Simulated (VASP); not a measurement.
# KF (Carobbiite): band structure with HSE06

The system is KF (Carobbiite).

```xyz
2
Lattice="0.0000 2.6719 2.6719 2.6719 0.0000 2.6719 2.6719 2.6719 0.0000" Properties=species:S:1:pos:R:3 pbc="T T T"
K     0.0000    0.0000    0.0000
F     2.6719    2.6719    2.6719
```

```yaml
Program: VASP 6.6.1
Task: band structure
Functional: HSE06
Potentials_or_basis: VASP PAW PBE potentials, release 64 (K_sv, F)
Cutoff: 520 eV
k_mesh: 6 × 6 × 6
Occupations: gaussian, width 0.02 eV
Spin: no spin polarisation
Ladder: free
Grid_for_exact_exchange_PRECFOCK: Fast
Screening_parameter: 0.2 1/A
Further_INCAR_settings: ALGO = Normal; EDIFF = 1e-06
```

The pressure is 0.6 GPa, the band gap on the k mesh is 8.19 eV, direct and the band gap along the path is 8.19 eV, direct.

Levels at the corners of the path, in eV from the valence-band top:
```tsv
point	band 6	band 7	band 8	band 9	band 10	band 11
Γ	0.00	0.00	0.00	8.19	13.04	13.04
X	-0.20	-0.05	-0.05	10.34	12.65	13.95
X	-0.20	-0.05	-0.05	10.34	12.65	13.95
W	-0.41	-0.15	-0.15	11.92	11.92	13.63
W	-0.41	-0.15	-0.15	11.92	11.92	13.63
K	-0.33	-0.20	-0.18	11.11	12.93	13.47
K	-0.33	-0.20	-0.18	11.11	12.93	13.47
Γ	0.00	0.00	0.00	8.19	13.04	13.04
Γ	0.00	0.00	0.00	8.19	13.04	13.04
L	-0.78	-0.35	-0.35	11.23	12.69	14.57
L	-0.78	-0.35	-0.35	11.23	12.69	14.57
U	-0.33	-0.20	-0.18	11.11	12.93	13.47
U	-0.33	-0.20	-0.18	11.11	12.93	13.47
W	-0.41	-0.15	-0.15	11.92	11.92	13.63
W	-0.41	-0.15	-0.15	11.92	11.92	13.63
L	-0.78	-0.35	-0.35	11.23	12.69	14.57
L	-0.78	-0.35	-0.35	11.23	12.69	14.57
K	-0.33	-0.20	-0.18	11.11	12.93	13.47
U	-0.33	-0.20	-0.18	11.11	12.93	13.47
X	-0.20	-0.05	-0.05	10.34	12.65	13.95
```

Wall time 9.4 min on 4 MPI ranks on Intel(R) Xeon(R) Platinum 8488C (Sapphire Rapids) (shared host), peak memory 0.32 GiB a rank.

Caveat: the PAW data sets were made with another functional, which shifts forces and pressure a little.
